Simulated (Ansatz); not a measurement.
# MnO (Fm-3m) in Ansatz: a series of runs

The runs below take MnO through single point, equation of state, with LDA.

Everything below comes from runs of Ansatz 0.2.0. Logs are shortened: lines on timing, memory, paths and dates and some standing lists are left out, and cuts for length are marked.

### Step 1. Starting point

Symmetry: Fm-3m, No. 225, cubic system. The conventional cell has a = 4.448 Å, b = 4.448 Å, c = 4.448 Å, α = 90.00°, β = 90.00°, γ = 90.00°. Mn (site symmetry m-3m) has 6 O at 2.22 Å as nearest neighbours. Around O (site symmetry m-3m) lie 6 Mn at 2.22 Å.

The cell is a database's computed one.

### Step 2. Single point, LDA, collinear spin, ferromagnetic start, 10.34 Å³/atom (volume scaled by 0.94)

input.yaml reads:

```yaml
crystal:
  lattice:
    - [0.0, 2.1785090927, 2.1785090927]
    - [2.1785090927, 0.0, 2.1785090927]
    - [2.1785090927, 2.1785090927, 0.0]
  atoms:
    - { symbol: Mn, position: [0.0, 0.0, 0.0], spin: 4.0 }
    - { symbol: O, position: [0.5, 0.5, 0.5] }
kpoints:
  mp_grid: { grid: [10, 10, 10] }
scf:
  occupations: { method: fermi_dirac, width: 0.05 }
hamiltonian:
  xc: lda
  pseudopotentials: { kind: all_electron, lapw: { basis_error: 0.001 } }
magnetization:
  spin_polarized: true
output:
  forces: true
  stress: true
  eigenvalues: true
```

Potentials or basis: all-electron LAPW, scalar-relativistic.

Started as:

```bash
$ ansatz run input.yaml --threads 2 --pin off --max-ram 6144MiB --backend cpu --events-out ev --progress --plain --runs-dir out
```

The program printed:

```text
Warning: RAYON_NUM_THREADS=2 ignored (pool sized by the plan → 2); use --threads N
LAPW: plane waves up to 9.426 Å⁻¹, error target 1.0e-3 eV per atom; small_component_spin mean_spin; O in spheres of 0.995 Å, 8 of its electrons in bands, Dirac shells []; Mn in spheres of 1.183 Å, 15 of its electrons in bands, Dirac shells [] (how accurate: hamiltonian.pseudopotentials.lapw.basis_error, Limitations)
Engine: ansatz 0.2.0, x86_64-unknown-linux-gnu
Pseudopotentials: kind: all_electron
Pseudopotential: Mn, LAPW, valence charge 15, lapw/all_electron/scalar/gaussian/Mn, Koelling and Harmon's equation, gaussian nucleus
Pseudopotential: O, LAPW, valence charge 8, lapw/all_electron/scalar/gaussian/O, Koelling and Harmon's equation, gaussian nucleus
Functional definition: SPW92
  exchange = slater_x
  correlation = pw_c
Crystal: 2 atoms, lattice volume = 20.678 Å³
Basis set: ecut = 338.4988109569659 eV, 283 PW (Γ), exchange–correlation at level 2
Bands: 18, of which v1, the nominal top of the filled ones, is band 12 counted from 1 (11 counted from 0)
Symmetry: 48 space group operations
Space group: Fm-3m (ITA 225), of the structure as read, at distance tolerance 2.7e-5 Å
Magnetic group: BNS 225.116 (UNI 1618), of the structure as read, at distance tolerance 2.7e-5 Å
k-points: 47 of 1000
Non-local potential: Mn, projectors of the file, none
Non-local potential: O, projectors of the file, none
Initial density: superposition of atomic densities (chi_scale 0.1, normalization cell, long waves kept (reshape's long-wave potential 0.00 eV rms))
Starting moments: Σ|m| = 4 μB on 1 of 2 sites
Initial wavefunctions: plane waves of lowest kinetic energy (no species holds an atomic orbital)
Functional: x = slater, c = lda
iter 1 solved again at ethr=7.26e-3 eV; its pass at ethr=1.00e-1 eV (dr2=1.67e0 eV) is discarded
SCF iter   1: F=—  HF=-33507.339327 eV  |F-HF|=—  |Δ(HF+E_count)|=         —  Δρ=5.30e-2 (↑4.92e-2 ↓5.30e-2)  dr2=1.67e0  dr2_m=1.59e-1  M=4.790 μB ∫|m|=4.791 μB  β_m=0.30  ethr=7.26e-3  ⟨swp⟩=2.0  Hψ=10962  notcnv=0
Mixer restart at iter 1: flushing history
preconditioner: auto → none  [metal: Δε(μ)=0.071 eV  Ē_g=14.142 eV  σ=0.050 eV  W_gap=0.33  n_scr=8 (ndim 8)  ℏωp=29.4 eV  f_vac=0.000  D(μ)=0.99/eV (n_scr^D=14)  sad-step TF]
SCF iter   2: F=—  HF=-33506.443708 eV  |F-HF|=—  |Δ(HF+E_count)|=   8.96e-1  Δρ=2.23e-2 (↑2.23e-2 ↓2.02e-2)  dr2=3.42e-1  dr2_m=2.08e-2  M=4.497 μB ∫|m|=4.497 μB  β_m=0.36  ethr=7.26e-3  ⟨swp⟩=2.0  Hψ=4982  notcnv=0
SCF iter   3: F=—  HF=-33506.382494 eV  |F-HF|=—  |Δ(HF+E_count)|=   6.12e-2  Δρ=9.87e-3 (↑9.87e-3 ↓7.01e-3)  dr2=6.49e-2  dr2_m=1.65e-3  M=4.391 μB ∫|m|=4.391 μB  β_m=0.56  ethr=1.49e-3  ⟨swp⟩=2.0  Hψ=5075  notcnv=0
iter 4 solved again at ethr=3.96e-6 eV; its pass at ethr=2.82e-4 eV (dr2=9.11e-4 eV) is discarded
SCF iter   4: F=—  HF=-33506.387944 eV  |F-HF|=—  |Δ(HF+E_count)|=         —  Δρ=2.31e-3 (↑1.30e-3 ↓2.31e-3)  dr2=9.11e-4  dr2_m=3.61e-4  M=4.365 μB ∫|m|=4.366 μB  β_m=0.56  ethr=3.96e-6  ⟨swp⟩=2.0  Hψ=7926  notcnv=0
Mixer restart at iter 4: flushing history
SCF iter   5: F=—  HF=-33506.389564 eV  |F-HF|=—  |Δ(HF+E_count)|=   1.62e-3  Δρ=1.84e-3 (↑1.84e-3 ↓4.94e-4)  dr2=1.16e-3  dr2_m=1.40e-4  M=4.360 μB ∫|m|=4.360 μB  β_m=0.51  ethr=3.96e-6  ⟨swp⟩=3.0  Hψ=4982  notcnv=0
SCF iter   6: F=—  HF=-33506.388657 eV  |F-HF|=—  |Δ(HF+E_count)|=   9.07e-4  Δρ=6.49e-4 (↑5.72e-4 ↓6.49e-4)  dr2=5.14e-5  dr2_m=5.51e-5  M=4.362 μB ∫|m|=4.362 μB  β_m=0.63  ethr=3.96e-6  ⟨swp⟩=2.5  Hψ=4565  notcnv=0
SCF iter   7: F=—  HF=-33506.388837 eV  |F-HF|=—  |Δ(HF+E_count)|=   1.81e-4  Δρ=3.01e-4 (↑2.06e-4 ↓3.01e-4)  dr2=2.23e-6  dr2_m=1.13e-5  M=4.358 μB ∫|m|=4.358 μB  β_m=0.54  ethr=2.24e-7  ⟨swp⟩=2.4  Hψ=4562  notcnv=0
SCF iter   8: F=—  HF=-33506.388839 eV  |F-HF|=—  |Δ(HF+E_count)|=   1.46e-6  Δρ=5.28e-5 (↑5.28e-5 ↓5.14e-5)  dr2=4.27e-7  dr2_m=4.06e-7  M=4.358 μB ∫|m|=4.358 μB  β_m=0.71  ethr=9.71e-9  ⟨swp⟩=3.0  Hψ=4966  notcnv=0
SCF iter   9: F=—  HF=-33506.388838 eV  |F-HF|=—  |Δ(HF+E_count)|=   5.67e-7  Δρ=6.47e-6 (↑6.47e-6 ↓4.04e-6)  dr2=9.76e-9  dr2_m=2.27e-9  M=4.358 μB ∫|m|=4.358 μB  β_m=0.85  ethr=1.86e-9  ⟨swp⟩=2.1  Hψ=4517  notcnv=0
SCF iter  10: F=—  HF=-33506.388838 eV  |F-HF|=—  |Δ(HF+E_count)|=   1.90e-8  Δρ=2.27e-6 (↑2.27e-6 ↓1.67e-6)  dr2=6.34e-10  dr2_m=5.60e-10  M=4.358 μB ∫|m|=4.358 μB  β_m=0.93  ethr=4.24e-11  ⟨swp⟩=2.7  Hψ=4627  notcnv=0
SCF iter  11: F=-33506.388838 eV  HF=-33506.388838 eV  |F-HF|=1.09e-10  |Δ(HF+E_count)|=  7.20e-10  Δρ=1.77e-7 (↑1.77e-7 ↓1.26e-7)  dr2=1.38e-11  dr2_m=1.70e-12  M=4.358 μB ∫|m|=4.358 μB  ethr=5.87e-12 (applied; sched 2.76e-12)  ⟨swp⟩=2.7  Hψ=4633  notcnv=0
SCF 1 converged in 11 iterations: F = -33506.388838 eV  dr2 = 1.38e-11
SCF converged after 11 iterations
Magnetization: 4.3583 μB (13.6791 up, 9.3209 down)
Absolute magnetization: 4.3584 μB (∫|ρ↑−ρ↓|)
Spin contamination: 0.0157 ħ² per cell (⟨S²⟩ above its minimum at these occupations)
Per-site moments (μB) at R_I (Å): [(3.9632583602279805, 1.1830214891820918), (0.19815282473157714, 0.9954875710555935)]
Free energy (F): -33506.388838 eV
Harris-Foulkes:  -33506.388838 eV  (|F-HF|=1.09e-10)
Internal energy: -33506.379582 eV  (E = F + TS)
E sigma→0 (E₀):  -33506.384210 eV
Entropy (-TS):   -0.009256 eV (-4.628 meV/atom)
Fermi energy:    14.318332 eV
--- Per-component energies (eV) ---
  E_band       = -1206.694393
  E_kinetic    = 33879.173984
  E_xc         = -1586.418002
  E_electrostatic = -65799.135564  (all electrons and nuclei)
  E_smearing   = -0.009256  (= −TS)
  E_closure    = 0.000000  (closes the sum)
  E_atoms      = -33488.084494  (free atoms, spherical and without spin; not in F)
  Σ components = -33506.388838   (vs F -33506.388838, Δ=0.00e0)
  Basis errors (estimates in eV, not in F): energy 3.6e-4 per atom: plane waves 3.3e-4 (1.8e-4 summed), levels above the bands 4.6e-124, relativity 5.2e-9, radial functions 3.1e-5, core shells 8.3e-8; eigenvalues (radial functions only) 6.9e-6; not estimated: angular momenta, meshes, grids; target (lapw.basis_error) 1.0e-3; muffin-tin radii O 0.995 Å, Mn 1.183 Å
--- Forces (eV/Å), atoms counted from 1 ---
  atom   1  Mn    -0.00000000    -0.00000000    -0.00000000
  atom   2  O      0.00000000    -0.00000000     0.00000000
  max |Σ_I F_I| component: 2.91e-30 eV/Å
--- Stress (GPa, compression-positive) ---
      -12.366804      -0.000000       0.000000
       -0.000000     -12.366804      -0.000000
        0.000000      -0.000000     -12.366804
  P = ⅓ Tr σ = -12.3668 GPa (-123.668 kbar)
--- Band table (eV; the first three rows and the last of 94) ---
  k-point 0 ↑: bands = ["-489.3829", "-66.3921", "-35.4792", "-35.4792", "-35.4792", "-6.3084", "10.1549", "10.1549", "10.1549", "11.2052", "11.2052", "11.2052", "11.7500", "11.7500", "14.1496", "28.4462", "30.9648", "30.9648"]
  k-point 1 ↑: bands = ["-489.3829", "-66.3912", "-35.4876", "-35.4802", "-35.4802", "-6.2100", "9.3342", "9.6656", "9.6656", "11.3283", "11.3283", "11.4409", "12.2605", "12.2605", "14.8042", "27.3990", "30.6490", "30.6490"]
  k-point 2 ↑: bands = ["-489.3829", "-66.3888", "-35.5094", "-35.4829", "-35.4829", "-5.9414", "7.9530", "8.9171", "8.9171", "11.5728", "11.5728", "11.7332", "13.1554", "13.1554", "16.0962", "25.4635", "29.4740", "29.4740"]
  k-point 46 ↓: bands = ["-489.1849", "-62.1575", "-31.4507", "-31.4329", "-31.4146", "-4.6973", "7.8131", "8.3972", "8.6149", "14.5888", "15.6139", "16.1691", "16.3729", "16.8856", "22.8739", "23.6531", "24.5812", "27.3908"]
```

Run time: 7.2 s. Hardware: 2 threads of Intel Xeon Platinum 8488C (Sapphire Rapids), shared host; peak memory 0.46 GiB.

Results:

```
Free energy            : -33506.3888 eV
Pressure               : -12.4 GPa
Band gap on the k mesh : none (metal or under the smearing width)
Net moment             : 4.36 μB per cell
Absolute moment        : 4.36 μB per cell
Site moments           : Mn +3.96; O +0.20 μB
```

Caveat: a cell with one magnetic atom can't hold antiferromagnetic order, which such compounds often take; semilocal functionals often make such compounds metallic where correlation or magnetic order opens a gap, which also shifts bond lengths.

### Step 3. Single point, LDA, collinear spin, ferromagnetic start, 10.56 Å³/atom (volume scaled by 0.96)

input.yaml, as its differences from that of step 2:

```diff
@@ -2,5 +2,5 @@
   lattice:
-    - [0.0, 2.1785090927, 2.1785090927]
-    - [2.1785090927, 0.0, 2.1785090927]
-    - [2.1785090927, 2.1785090927, 0.0]
+    - [0.0, 2.1938512115, 2.1938512115]
+    - [2.1938512115, 0.0, 2.1938512115]
+    - [2.1938512115, 2.1938512115, 0.0]
   atoms:
```

Potentials or basis: all-electron LAPW, scalar-relativistic.

Started as:

```bash
$ ansatz run input.yaml --threads 2 --pin off --max-ram 6144MiB --backend cpu --events-out ev --progress --plain --runs-dir out
```

Wall time 6.7 s (2 threads of Intel Xeon Platinum 8488C (Sapphire Rapids), shared host); peak memory 0.44 GiB.

The run converged. Its results:

```
Free energy            : -33506.3527 eV
Pressure               : -13.9 GPa
Band gap on the k mesh : none (metal or under the smearing width)
Net moment             : 4.45 μB per cell
Absolute moment        : 4.45 μB per cell
Site moments           : Mn +4.04; O +0.21 μB
```

Caveat: a cell with one magnetic atom can't hold antiferromagnetic order, which such compounds often take; semilocal functionals often make such compounds metallic where correlation or magnetic order opens a gap, which also shifts bond lengths.

### Step 4. Single point, LDA, collinear spin, ferromagnetic start, 10.78 Å³/atom (volume scaled by 0.98)

input.yaml, as its differences from that of step 3:

```diff
@@ -2,5 +2,5 @@
   lattice:
-    - [0.0, 2.1938512115, 2.1938512115]
-    - [2.1938512115, 0.0, 2.1938512115]
-    - [2.1938512115, 2.1938512115, 0.0]
+    - [0.0, 2.208981698, 2.208981698]
+    - [2.208981698, 0.0, 2.208981698]
+    - [2.208981698, 2.208981698, 0.0]
   atoms:
```

Started as:

```bash
$ ansatz run input.yaml --threads 2 --pin off --max-ram 6144MiB --backend cpu --events-out ev --progress --plain --runs-dir out
```

Wall time 6.8 s (2 threads of Intel Xeon Platinum 8488C (Sapphire Rapids), shared host); peak memory 0.45 GiB.

Results (log left out):

* Free energy: -33506.3128 eV
* Pressure: -15.2 GPa
* Band gap on the k mesh: none (metal or under the smearing width)
* Net moment: 4.53 μB per cell
* Absolute moment: 4.53 μB per cell
* Site moments: Mn +4.11; O +0.21 μB

Caveat: a cell with one magnetic atom can't hold antiferromagnetic order, which such compounds often take; semilocal functionals often make such compounds metallic where correlation or magnetic order opens a gap, which also shifts bond lengths.

### Step 5. Single point, LDA, collinear spin, ferromagnetic start, 11.00 Å³/atom

input.yaml, as its differences from that of step 4:

```diff
@@ -2,5 +2,5 @@
   lattice:
-    - [0.0, 2.208981698, 2.208981698]
-    - [2.208981698, 0.0, 2.208981698]
-    - [2.208981698, 2.208981698, 0.0]
+    - [0.0, 2.2239077028, 2.2239077028]
+    - [2.2239077028, 0.0, 2.2239077028]
+    - [2.2239077028, 2.2239077028, 0.0]
   atoms:
```

Started as:

```bash
$ ansatz run input.yaml --threads 2 --pin off --max-ram 6144MiB --backend cpu --events-out ev --progress --plain --runs-dir out
```

It took 6.5 s on 2 threads of Intel Xeon Platinum 8488C (Sapphire Rapids), shared host; peak memory 0.45 GiB.

Results (log left out):

```
Free energy            : -33506.2692 eV
Pressure               : -16.6 GPa
Band gap on the k mesh : none (metal or under the smearing width)
Net moment             : 4.60 μB per cell
Absolute moment        : 4.60 μB per cell
Site moments           : Mn +4.17; O +0.22 μB
```

Caveat: a cell with one magnetic atom can't hold antiferromagnetic order, which such compounds often take; semilocal functionals often make such compounds metallic where correlation or magnetic order opens a gap, which also shifts bond lengths.

### Step 6. Single point, LDA, collinear spin, ferromagnetic start, 11.22 Å³/atom (volume scaled by 1.02)

input.yaml, as its differences from that of step 5:

```diff
@@ -2,5 +2,5 @@
   lattice:
-    - [0.0, 2.2239077028, 2.2239077028]
-    - [2.2239077028, 0.0, 2.2239077028]
-    - [2.2239077028, 2.2239077028, 0.0]
+    - [0.0, 2.2386359976, 2.2386359976]
+    - [2.2386359976, 0.0, 2.2386359976]
+    - [2.2386359976, 2.2386359976, 0.0]
   atoms:
```

Potentials or basis: all-electron LAPW, scalar-relativistic.

Started as:

```bash
$ ansatz run input.yaml --threads 2 --pin off --max-ram 6144MiB --backend cpu --events-out ev --progress --plain --runs-dir out
```

Run time: 6.8 s. Hardware: 2 threads of Intel Xeon Platinum 8488C (Sapphire Rapids), shared host; peak memory 0.44 GiB.

Results (log left out):

| Property | Result |
| --- | --- |
| Free energy | -33506.2221 eV |
| Pressure | -17.7 GPa |
| Band gap on the k mesh | none (metal or under the smearing width) |
| Net moment | 4.67 μB per cell |
| Absolute moment | 4.67 μB per cell |
| Site moments | Mn +4.23; O +0.23 μB |

Caveat: a cell with one magnetic atom can't hold antiferromagnetic order, which such compounds often take; semilocal functionals often make such compounds metallic where correlation or magnetic order opens a gap, which also shifts bond lengths.

### Step 7. Single point, LDA, collinear spin, ferromagnetic start, 11.44 Å³/atom (volume scaled by 1.04)

input.yaml, as its differences from that of step 6:

```diff
@@ -2,5 +2,5 @@
   lattice:
-    - [0.0, 2.2386359976, 2.2386359976]
-    - [2.2386359976, 0.0, 2.2386359976]
-    - [2.2386359976, 2.2386359976, 0.0]
+    - [0.0, 2.2531730023, 2.2531730023]
+    - [2.2531730023, 0.0, 2.2531730023]
+    - [2.2531730023, 2.2531730023, 0.0]
   atoms:
```

Started as:

```bash
$ ansatz run input.yaml --threads 2 --pin off --max-ram 6144MiB --backend cpu --events-out ev --progress --plain --runs-dir out
```

Wall time 6.9 s (2 threads of Intel Xeon Platinum 8488C (Sapphire Rapids), shared host); peak memory 0.45 GiB.

Results (log left out):

```
Free energy            : -33506.1724 eV
Pressure               : -18.5 GPa
Band gap on the k mesh : none (metal or under the smearing width)
Net moment             : 4.74 μB per cell
Absolute moment        : 4.74 μB per cell
Site moments           : Mn +4.29; O +0.24 μB
```

Caveat: a cell with one magnetic atom can't hold antiferromagnetic order, which such compounds often take; semilocal functionals often make such compounds metallic where correlation or magnetic order opens a gap, which also shifts bond lengths.

### Step 8. Single point, LDA, collinear spin, ferromagnetic start, 11.66 Å³/atom (volume scaled by 1.06)

input.yaml, as its differences from that of step 7:

```diff
@@ -2,5 +2,5 @@
   lattice:
-    - [0.0, 2.2531730023, 2.2531730023]
-    - [2.2531730023, 0.0, 2.2531730023]
-    - [2.2531730023, 2.2531730023, 0.0]
+    - [0.0, 2.2675248097, 2.2675248097]
+    - [2.2675248097, 0.0, 2.2675248097]
+    - [2.2675248097, 2.2675248097, 0.0]
   atoms:
```

Started as:

```bash
$ ansatz run input.yaml --threads 2 --pin off --max-ram 6144MiB --backend cpu --events-out ev --progress --plain --runs-dir out
```

It took 6.4 s on 2 threads of Intel Xeon Platinum 8488C (Sapphire Rapids), shared host; peak memory 0.45 GiB.

The run converged. Its results:

| Quantity | Value |
| --- | --- |
| Free energy | -33506.1200 eV |
| Pressure | -19.7 GPa |
| Band gap on the k mesh | none (metal or under the smearing width) |
| Net moment | 4.79 μB per cell |
| Absolute moment | 4.79 μB per cell |
| Site moments | Mn +4.33; O +0.24 μB |

Caveat: a cell with one magnetic atom can't hold antiferromagnetic order, which such compounds often take; semilocal functionals often make such compounds metallic where correlation or magnetic order opens a gap, which also shifts bond lengths.

### Step 9. Equation of state, LDA, collinear spin, ferromagnetic start

Potentials or basis: all-electron LAPW, scalar-relativistic.

No new run: the results of the series are fitted here.

What came out:

```
Equilibrium volume : outside the volumes run
```

Energy against volume, from the lowest point:
```tsv
volume (Å³/atom)	energy (meV/atom)
10.339	0.00
10.559	18.05
10.779	38.00
10.999	59.83
11.219	83.38
11.439	108.23
11.659	134.41
```
